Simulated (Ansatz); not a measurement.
ZnTe (F-43m), Ansatz (an electronic-structure program) with HSE06 with spin-orbit coupling, rigid bands: N_c = 1.07e18 cm⁻³ at 300 K and an electron conductivity mass of 0.126 mₑ.

Q: For 1e16 electrons per cm³ at 300 K, place the Fermi level, estimate the Seebeck coefficient of a parabolic band with constant τ, and give mobility and conductivity for τ = 10 fs.

A: The level lies k_BT ln(N_c/n) = 0.121 eV below the conduction-band minimum. S ≈ −(k_B/e)[ln(N_c/n) + 5/2] = -618 μV/K, against -615 μV/K from the full bands (mean over directions). μ = eτ/m = 140 cm²/(V·s) and σ = neμ = 0.224 S/cm. τ is assumed, not computed.

Band transport and this doping are assumed; polarons and phonon drag are left out. Geometry: cell and atoms relaxed with PBEsol.
